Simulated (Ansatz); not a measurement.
Two G0W0 runs on Te2Mo (2H monolayer).

The cell holds 3 atoms: 1 Mo and 2 Te. Cell: a = 3.444 Å, b = 3.444 Å, c = 30.500 Å, α = 90.0°, β = 90.0°, γ = 120.0°. Vacuum lies along c.

```xyz
3
Lattice="3.4444 0.0000 0.0000 -1.7222 2.9829 0.0000 0.0000 0.0000 30.5000" Properties=species:S:1:pos:R:3
Mo    0.0000    1.9886   15.2500
Te    1.7222    0.9943   17.0657
Te    1.7222    0.9943   13.4343
```

The structure was relaxed with PBEsol-D3(BJ). The runs that relaxed it are not among those shown. Spin-orbit coupling is left out unless a run names it. PAW set soft_2, made with PBE.

The first (Ansatz 0.2.0; start PBEsol, 9×9×1 mesh, 416 empty bands, screening to 70 eV; 1 × NVIDIA H100 80GB HBM3 (shared by 6 runs) with 3 threads of AMD EPYC 7R13 (Zen 3), shared host) gave, on its mesh: starting gap 1.31 eV, G0W0 gap 1.75 eV, mean of 1 + 4πα/V (set by the cell height) 3.84, 1.8 min.

The second gave: starting gap 1.31 eV, G0W0 gap 1.72 eV, mean of 1 + 4πα/V (set by the cell height) 3.88, 43 s.

**Question.** What was changed in the input? Choose among start, files, mesh, bands and cutoff, frequency model or another key.

Changed: empty bands from 416 to 166 and screening cutoff (eV) from 70.0 to 38. The starting gap stayed, which rules out the functional and points to the GW step. Other changes could give like numbers; this is the one that was made.

Limits: not at the basis limit; coarse mesh for a sheet; no spin-orbit coupling.

[Paths, hosts, dates, memory and timing lines, banners, echoed tables and standing remarks are left out of the program output.]

[Logs are printed without paths, hosts, clocks, repeated set-up lines and the standing remarks that a program may print on its own settings, such as how far it seeks lower states.]

[Runs of the session that timed out or met a known fault of the program may be left out.]

[Cells called generated may have been cut or substituted from an entry of the Crystallography Open Database or the Materials Project.]

[Hosts, paths, dates, database ids (printed as entryN), source tags and the programs' standing remarks are cut or masked in the printed files.]
